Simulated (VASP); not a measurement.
**SrTiO₃ in VASP 6.6.1, single-point calculation**

INCAR

```
EDIFF = 1E-7
GGA = PE
NSW = 0
LREAL = .FALSE.
SIGMA = 0.02
LDAU = .TRUE.
LCHARG = .FALSE.
PREC = Accurate
NBANDS = 28
LMAXMIX = 4
LDAUTYPE = 2
NELM = 120
LASPH = .TRUE.
LDAUJ = 0 0 0
ISIF = 2
IBRION = -1
LWAVE = .FALSE.
LDAUU = 0 8.0 0
ISMEAR = -1
ALGO = All
ENCUT = 520
LDAUL = -1 2 -1
```

KPOINTS

```
KPOINTS created by Atomic Simulation Environment
0
Gamma
6 6 6
0 0 0
```

POSCAR

```
Sr Ti O
 1.0000000000000000
     4.0240570466000003    0.0000000000000000    0.0000000000000000
     0.0000000000000000    4.0240570466000003    0.0000000000000000
     0.0000000000000000    0.0000000000000000    3.8422348202999999
 Sr  Ti  O
   1   1   3
Cartesian
  0.0000000000000000  0.0000000000000000  0.0000000000000000
  2.0120285233000001  2.0120285233000001  1.9211174101500004
  2.0120285233000001  2.0120285233000001  0.0000000000000000
  2.0120285233000001  0.0000000000000000  1.9211174101500004
  0.0000000000000000  2.0120285233000001  1.9211174101500004
```

The recommended PBE PAW datasets give the neutral cell 40 valence electrons.

Command

```
mpirun -np 1 vasp_std
```

Problem. Predict the outcome of this run.

Solution. It converged. Results: gap between bands v and c on the k mesh 2.82 eV; least direct gap on the k mesh 3.31 eV; pressure 4.8 GPa. Band v is the last that the valence electrons fill when counted band by band, and c is the next.

OSZICAR

```
N       E                     dE             d eps       ncg     rms           ort
DAV:   1     0.445813275923E+03    0.44581E+03   -0.22367E+04  1120   0.164E+03
DAV:   2    -0.197603632159E+01   -0.44779E+03   -0.43042E+03  1120   0.440E+02
DAV:   3    -0.447958480867E+02   -0.42820E+02   -0.42502E+02  1120   0.135E+02
DAV:   4    -0.470588252547E+02   -0.22630E+01   -0.22577E+01  1120   0.263E+01
DAV:   5    -0.471234881338E+02   -0.64663E-01   -0.64651E-01  1120   0.358E+00
SDA:   6    -0.122442052158E+02    0.34879E+02   -0.64651E-01  1120   0.116E+03   0.000E+00
CGA:   7    -0.302932999706E+02   -0.18049E+02   -0.17984E+02  1120   0.117E+02  -0.318E+00
CGA:   8    -0.332209602170E+02   -0.29277E+01   -0.29494E+01  1120   0.458E+01  -0.317E+00
CGA:   9    -0.344374793531E+02   -0.12165E+01   -0.12645E+01  1120   0.132E+01  -0.487E+00
CGA:  10    -0.346916292199E+02   -0.25415E+00   -0.25410E+00  1120   0.498E+00   0.744E-02
...
SDA:  30    -0.348743823312E+02   -0.56262E-06   -0.63300E-06  1120   0.139E-05  -0.437E-06
CGA:  31    -0.348743826879E+02   -0.35671E-06   -0.36975E-06  1120   0.296E-06   0.226E-06
CGA:  32    -0.348743828393E+02   -0.15145E-06   -0.15521E-06  1120   0.218E-06  -0.286E-07
SDA:  33    -0.348743829198E+02   -0.80511E-07   -0.77056E-07  1120   0.147E-06   0.583E-07
CGA:  34    -0.348743830331E+02   -0.11332E-06   -0.11373E-06  1120   0.122E-06  -0.275E-07
CGA:  35    -0.348743831098E+02   -0.76681E-07   -0.90262E-07  1120   0.331E-06  -0.252E-07
CGA:  36    -0.348743833402E+02   -0.23040E-06   -0.25875E-06  1120   0.537E-06  -0.504E-07
CGA:  37    -0.348743834903E+02   -0.15007E-06   -0.15506E-06  1120   0.176E-06   0.377E-07
CGA:  38    -0.348743835607E+02   -0.70357E-07   -0.71731E-07  1120   0.682E-07   0.161E-07
   1 F= -.34874384E+02 E0= -.34874384E+02  d E =-.676689E-14
```

Standard output (part)

```
POSCAR found type information on POSCAR SrTiO
 POSCAR found :  3 types and       5 ions
 LDA part: xc-table for (Slater+PW92), standard interpolation
 POSCAR, INCAR and KPOINTS ok, starting setup
 WAVECAR not read
 entering main loop
 gam= 0.000 g(H,U,f)=  0.986E+02 0.169E+02 0.268E-12 ort(H,U,f) = 0.000E+00 0.000E+00 0.000E+00
 gam= 0.000 trial= 0.400  step=  0.3114 mean=  0.4000
 gam= 0.101 g(H,U,f)=  0.975E+01 0.196E+01 0.250E-10 ort(H,U,f) =-0.737E+01 0.705E+01 0.922E-10
 gam= 0.101 trial= 0.391  step=  0.5055 mean=  0.3911
 gam= 0.391 g(H,U,f)=  0.435E+01 0.234E+00 0.149E-13 ort(H,U,f) =-0.115E+01 0.836E+00-0.875E-12
 gam= 0.391 trial= 0.403  step=  0.5675 mean=  0.4026
 gam= 0.288 g(H,U,f)=  0.126E+01 0.633E-01 0.161E-14 ort(H,U,f) =-0.691E-01-0.418E+00-0.123E-13
 gam= 0.288 trial= 0.419  step=  0.4306 mean=  0.4191
 gam= 0.377 g(H,U,f)=  0.424E+00 0.740E-01 0.624E-13 ort(H,U,f) = 0.672E-01-0.597E-01 0.140E-12
 gam= 0.377 trial= 0.420  step=  0.4713 mean=  0.4202
 gam= 0.281 g(H,U,f)=  0.128E+00 0.118E-01 0.922E-15 ort(H,U,f) =-0.146E-01 0.200E-01-0.488E-15
 gam= 0.281 trial= 0.425  step=  0.4615 mean=  0.4253
 gam= 0.425 g(H,U,f)=  0.506E-01 0.879E-02 0.171E-15 ort(H,U,f) =-0.907E-02 0.969E-02-0.274E-15
 gam= 0.425 trial= 0.429  step=  0.6255 mean=  0.4289
 gam= 0.474 g(H,U,f)=  0.247E-01 0.345E-02 0.653E-15 ort(H,U,f) =-0.712E-02 0.736E-02-0.395E-15
 gam= 0.474 trial= 0.449  step=  0.4978 mean=  0.4486
...
```

For comparison, a separate PBE run of the intended cell, on usual settings and not on those above, gives a gap of 1.71 eV on its mesh and a pressure of -2.1 GPa.
